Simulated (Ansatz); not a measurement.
**TiAl2: zone-centre modes under pressure**

TiAl2, Cmmm, a = 3.907 Å, b = 12.062 Å, c = 3.968 Å. The structure is a COD entry; whether it is the stable form wasn't checked. Ansatz: PBEsol, PAW, 420 eV, Γ-centred 10×10×10 mesh on 6 atoms, Fermi-Dirac smearing 0.15 eV; no spin polarisation. Cell and atoms are relaxed at each pressure with the symmetry kept; optical modes at Γ by linear response, in cm⁻¹, matched by rank (the highest 3 distinct ones).

| P (GPa) | V (Å³/atom) | ω1 | ω2 | ω3 |
| --- | --- | --- | --- | --- |
| 0 | 15.584 | 339.4 | 356.0 | 356.2 |
| 2 | 15.322 | 348.4 | 365.5 | 366.0 |
| 6 | 14.857 | ? | ? | ? |

Problem. Get each mode's Grüneisen parameter γ = −d ln ω/d ln V from the other rows and predict the missing frequencies.

Solution. ln(V/V0) = 0.0000, -0.0170, -0.0478; a line through ln(ω/ω0) of the 2 known rows gives ω1: γ = 1.540, predicted 365.3, computed 365.1; ω2: γ = 1.549, predicted 383.4, computed 383.1; ω3: γ = 1.597, predicted 384.5, computed 384.0. The worst miss is 0.1 %, or 2 % of the shift under pressure, so a constant γ serves at that level. In a metal these frequencies hang on the mesh and smearing.